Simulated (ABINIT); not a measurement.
A run of ABINIT 10.8.3 (patched build):

Contents of run.abi:

```
ndtset 3

pp_dirpath "./"
pseudos "Pt.upf, S.upf"

acell 3*1.0 Angstrom
rprim
     3.5432000000     0.0000000000     0.0000000000
    -1.7716000000     3.0685012107     0.0000000000
     0.0000000000     0.0000000000     5.0388000000
ntypat 2
znucl 78 16
natom 3
typat 1 2 2
xred
            0.0            0.0            0.0
            2/3            1/3   0.7730000000
            1/3            2/3   0.2270000000

ecut 35.0

ngkpt 10 10 6
nshiftk 1
shiftk 0.0 0.0 0.5
istwfk *1

ixc 7

occopt 1

nstep 80
diemac 6.0

iomode 3
prteig 0
prtebands 0

nband1 15
tolvrs1 1.0e-12
prtden1 1
prtwf1 0
kptopt1 1

iscf2 -2
getden2 1
nband2 31
nbdbuf2 4
tolwfr2 1.0e-12
nstep2 120
prtden2 0
kptopt2 1

optdriver3 8
wfk_task3 "wfk_optics_fullbz"
getwfk3 2
nband3 27
kptopt3 1
prtevk3 1
inclvkb3 2
```

Contents of optic.abi:

```
&FILES
 ddkfile_1 = 'runo_DS3_1_EVK.nc',
 ddkfile_2 = 'runo_DS3_2_EVK.nc',
 ddkfile_3 = 'runo_DS3_3_EVK.nc',
 wfkfile = 'runo_DS3_WFK.nc'
/
&PARAMETERS
 broadening = 0.007350,
 domega = 0.002,
 maxomega = 0.8,
 scissor = 0.000000,
 tolerance = 0.002
/
&COMPUTATIONS
 num_lin_comp = 2,
 lin_comp = 11,33,
 num_nonlin_comp = 0
/
```

Potentials or basis: PseudoDojo NC SR LDA v0.4.1 standard.

Command:

```console
$ abinit run.abi > log 2>&1
$ optic optic.abi > optic.log 2>&1
```

Hardware: 1 thread of AMD EPYC 9R45 96-Core Processor (Zen 5), on a shared host.

Estimate the wall time of this run.

Run time: 6.2 min on 1 thread of AMD EPYC 9R45 96-Core Processor (Zen 5), with other jobs on the host, peak memory 1.2 GiB. Counts: scf iterations 38, mpi ranks 1, k points 66, bands 15, plane waves 3677.
